## Estimating the pressure in strained HgTe by hand

The pressure in zincblende HgTe follows from its density alone: divide the volume at rest by the actual volume, call the ratio $r$, and the pressure is close to 40 GPa times $(r-1)(2r-1)$. Over the ten volumes below, this rule stays within about 0.1 GPa of a density functional calculation, while the pressure itself runs from about +4 to −4.5 GPa. The first factor says that the crystal resists a change of density. The second says that it resists compression more strongly than stretching.

Zincblende HgTe at fixed volumes, calculated with Ansatz 0.2.0 using the r2SCAN density functional, PAW potentials and plane waves up to 500 eV, without spin polarisation or spin-orbit coupling. The two-atom cells use a 6×6×6 k mesh and Fermi–Dirac smearing of 0.02 eV. Pressure is positive in compression.

```csv
volume (Å³/atom),shortest distance (Å),pressure (GPa)
32.699,2.769,4.130
32.880,2.774,3.800
34.403,2.817,1.420
35.584,2.848,-0.040
36.120,2.863,-0.610
37.762,2.905,-2.070
38.636,2.928,-2.690
39.902,2.959,-3.440
41.134,2.989,-4.010
42.345,3.019,-4.460
```

In the table, volume is the space per atom and shortest distance is the length of the bond between Hg and Te. Positive pressure means that the crystal is squeezed from outside, negative pressure that it is pulled outwards equally on all sides. The stress is the same along all three axes, because a cubic crystal strained equally in all directions has to push back equally in all directions. The structure is held fixed by the symmetry of the cell and the band gap stays zero throughout, so the ten rows form one smooth curve.

### Why the crystal softens when it is stretched

A crystal at rest is held in balance by two opposing tendencies. Electrons shared between Hg and Te lower their energy when the atoms approach, which draws the lattice together. Against this stands the repulsion of filled shells: electrons of equal spin cannot share the same state, and crowding them together raises their kinetic energy. At the volume of zero pressure the two tendencies cancel.

They don't change with distance at the same rate. The repulsion depends on the overlap of the outer tails of the shells, which grows steeply as the atoms approach and fades quickly as they part. The attraction varies more gently. Compression therefore meets a resistance that builds up. On stretching, the pull grows only as long as the repulsion fades faster than the attraction, and this lead shrinks from step to step.

The table shows the consequence. Stiffness can be measured as the fall in pressure divided by the fractional increase in volume, taken relative to the mean of the two volumes. It is about 53 GPa between the volumes 32.699 and 34.403, about 42 GPa between 34.403 and 36.120, an interval that contains the volume at rest but lies mostly on its compressed side, and only 17 GPa between 39.902 and 42.345. The same relative change of volume thus alters the pressure about a third as much at the stretched end as at the compressed end. The table gives only the total pressure, but the energy terms of three of the runs point the same way as the picture. At the volumes 34.403, 37.762 and 39.902 the kinetic energy of the valence electrons is 783.46, 781.47 and 780.51 eV per cell, so it pushes outwards, while the sum of all other terms rises with volume and pulls inwards. Per unit of volume, the push weakens by about 25% from the first interval to the second and the pull by about 20%. The pressure is the small difference of these two large terms, so a modest difference in their rates is enough to bend the curve. This division is only indicative, because the PAW method books part of the kinetic energy near the nuclei under a separate term.

This picture also warns against the simplest estimate, a constant stiffness. Close to rest such an estimate works well: at 36.120 it gives −0.64 GPa, against −0.61 in the table. At 42.345 it gives −7.6 GPa where the calculation has −4.46. A straight line in volume pretends that a stretched crystal resists further stretching as firmly as one at rest.

### From the picture to a rule

The rule needs one number for the stiffness at rest and one for how fast that stiffness changes. The first is the bulk modulus $B$. The second is its derivative with respect to pressure, $B'$, a pure number. Its value reflects how steeply both the repulsion and the attraction vary with distance, and for many solids it lies between about 4 and 5.

Let $V$ be the volume per atom, $V_0$ its value at zero pressure, and $r=V_0/V$ the density relative to the crystal at rest. The stiffness at pressure $P$ is then

$$
r\,\frac{dP}{dr}\approx B+B'P .
$$

Near rest, $P$ on the right can be replaced by its first approximation, $B(r-1)$. Dividing by $r$ and keeping terms of first order in $r-1$ gives the slope

$$
\frac{dP}{dr}\approx B\left[1+(B'-1)(r-1)\right],
$$

and integration from $r=1$ gives

$$
P\approx B(r-1)\left[1+\frac{B'-1}{2}(r-1)\right].
$$

With the round value $B'=5$ the bracket becomes $2r-1$, and the rule takes its short form:

$$
P\approx B(r-1)(2r-1).
$$

The choice of density as the variable matters more than it may seem. As a crystal expands, equal steps in volume become ever smaller steps in density, so part of the softening is already contained in $r$. This is why the correction contains $B'-1$. The same derivation in terms of volume gives a correction with $B'+1$, and the terms left out are larger as well.

The difference shows at the stretched end. With the same three constants, the version in volume misses the last row by 1.2 GPa. It even makes the pull weaken slightly over the last step, where the calculated pull still grows.

### The constants

Two constants can be read from rows close to rest. A straight line between the volumes 34.403 and 35.584 crosses zero pressure at $V_0=35.55$ Å³ per atom. Requiring the rule to reproduce the pressure difference between 34.403 and 36.120 gives $B=39.9$ GPa, which is rounded to 40.

The third constant, $B'=5$, is a typical value that suits this table. A least-squares fit of $P=a(r-1)+b(r-1)^2$ to all ten rows gives a ratio $b/a$ of 1.96, where the rule has 2. The rule is therefore a compact description of the calculated curve, and its errors on these rows are not those of a blind prediction.

### Two rows worked in full

The first example is a compressed crystal with a volume of 32.880 Å³ per atom. Its relative density is

$$
r=\frac{35.55}{32.880}=1.0812 .
$$

The two factors are $r-1=0.0812$ and $2r-1=1.1624$, so that

$$
P\approx 40\times0.0812\times1.1624=3.78\ \text{GPa}.
$$

The table has 3.80 GPa. The second factor has raised the estimate by 16% above $B(r-1)$. This is part of the extra resistance of shells pressed into each other; the rest is already contained in $r$.

The second example is the most stretched crystal, at 42.345 Å³ per atom, where the rule does worst. Here

$$
r=\frac{35.55}{42.345}=0.8395,
$$

and the factors are $r-1=-0.1605$ and $2r-1=0.6790$:

$$
P\approx 40\times(-0.1605)\times0.6790=-4.36\ \text{GPa}.
$$

The table has −4.46 GPa. This time the second factor has removed about a third of the pull that $B(r-1)$ alone would give. Both rows belong to the fit that supports the choice of $B'$, but neither was used to find $V_0$ or $B$.

For a quick estimate near rest, the bond length is enough. Under uniform strain the volume goes with the cube of the bond length, so bonds that are 1% shorter make the crystal about 3% denser. The pressure is then about $3\times0.01\times40=1.2$ GPa. This shortcut omits the second factor and should be kept to changes of about one per cent.

### How accurate the rule is

The typical error over the ten rows is 0.04 GPa (root mean square). From 34.403 to 38.636 Å³ per atom the rule agrees with the calculation to within 0.01 GPa. The error grows towards both ends, as it must when a series is cut off after its second term. It reaches 0.10 GPa at the last row, about 2% of the pressure there.

The energy provides a second test. The area under the curve of pressure against volume is the work needed to deform the crystal. For the most stretched crystal, integrating the rule gives 112 meV per atom, whereas the total energies of the same calculation give 113 meV. The rule thus also serves to estimate the cost in energy, and the calculated pressures and energies tell the same story.

The result depends on the three constants in different ways. The value of $B'$ hardly matters near rest, but taking 4 in place of 5 raises the largest error to 0.4 GPa. An error in $V_0$ matters even at rest, where 1% in volume shifts the pressure by about 0.4 GPa. For small strains, care is best spent on $V_0$.

### Where the rule stops

On the stretched side, the rule has a turning point at $r=3/4$, that is, at a volume of $4V_0/3=47.4$ Å³ per atom. Beyond it the predicted pull weakens. A real crystal also has a greatest pull that it can sustain, because the attraction finally fades, but a series with two terms can't locate it. The rule should be used only up to about the last volume of the table.

On the compressed side, the limit is set by the material. Real HgTe leaves the zincblende structure at a pressure of very roughly 1 to 2 GPa and adopts one with a different arrangement of neighbours. The two smallest cells, at about 4 GPa, are zincblende held beyond that point. There the rule describes the calculated crystal well, but not what a sample in a press would do.

A third limit appears when a measured volume is inserted. Compared with published measurements, which are not part of these results, the calculated lattice constant of 6.576 Å is too long by roughly 2%, which makes the volume too large by about 6%. With the calculated $V_0$, a real crystal at rest would seem to be under a pressure of more than 2 GPa. The remedy is to form $r$ from two measured volumes, one at rest and one under load, at the same temperature. The value of $B$ then still comes from the calculation, which leaves out spin-orbit coupling and thermal motion.

For a related crystal with the same structure, the form of the rule is a sensible first guess, while $V_0$ and $B$ have to be its own. Stiffer bonds raise $B$, and the pressure for a given relative density rises in proportion. The factor $2r-1$ changes if repulsion and attraction vary with distance at other rates than here: a steeper repulsion, for example, means a larger $B'$ and a more strongly bent curve.
